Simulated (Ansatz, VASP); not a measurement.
# Two plane-wave programs on Re

```
Re
1.0
     0.00000    1.95776    1.95776
     1.95776    0.00000    1.95776
     1.95776    1.95776    0.00000
Re
1
Direct
  0.00000 0.00000 0.00000
```

This isn't the form of Re at room conditions, which is hcp.

Alike in both runs: functional PBE; k mesh 18 × 18 × 18; occupations gaussian, width 0.1 eV; no spin polarisation.

Ansatz relaxed the structure, and its values are those at the end. VASP's run is a single point on that final structure, the one shown.

|  | VASP | Ansatz |
| --- | --- | --- |
| version | VASP 6.6.1 | Ansatz 0.2.0 |
| potentials or method | VASP PAW PBE potentials, release 64 (Re) | scalar-relativistic, plane waves, PAW |
| plane-wave cutoff (eV) | 520 | 420 |
| valence electrons in the cell | 7 | 15 |

```tsv
	VASP	Ansatz	Ansatz less VASP
gap on the k mesh at the Fermi level (eV)	none	none	-
pressure (GPa)	-0.6	0.0	+0.62
```

A gap of «none» marks a metal or a gap that the smearing closes. The two sets of potentials don't hold the same shells in valence.

The runs have no spin-orbit coupling, so splittings on Re are missing.
